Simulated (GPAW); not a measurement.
Runs of GPAW 26.7.0 on AlCu3. It takes space group Pm-3m (No. 221, cubic). The conventional cell has a = 3.637 Å, b = 3.637 Å, c = 3.637 Å, α = 90.00°, β = 90.00°, γ = 90.00°. Around Cu (site symmetry 4/mmm) lie 8 Cu at 2.57 Å and 4 Al at 2.57 Å. Around Al (site symmetry m-3m) lie 12 Cu at 2.57 Å. The cell comes from a database or a generator and needn't be the stable form of this composition.

| level | gap on the mesh (eV) | pressure (GPa) | relaxed volume (Å³/atom) |
| --- | --- | --- | --- |
| PBEsol+D3(BJ)+ATM | none | 0.1 | 11.70 |
| PBEsol+D4 | none | 0.1 | (a) |
| PBEsol+D3(BJ) | none | 0.3 | 11.56 |
| PBEsol+D3 | none | 0.2 | (b) |
| PBEsol | none | 0.0 | 12.09 |

Alike in all rows: task relaxation of cell and atoms; potentials or basis PAW data sets generated in the run's folder for this functional, pw; no spin polarisation; cell relaxed; k mesh 7 × 7 × 7; cutoff (eV) 600; smearing fermi-dirac 0.05 eV.

**Question.** Fill in the values left out.

**Answer.** (a) 11.80; (b) 11.58.

Caveats: with this Cu data set, volumes or pressures lay over 1.5 % or 2 GPa off other programs in two to four cells of ten; later steps reuse the first step's grids; pairwise dispersion overbinds metals, which lowers pressure and volume (some runs).

A gap of «none» marks a metal or a gap under the smearing width.
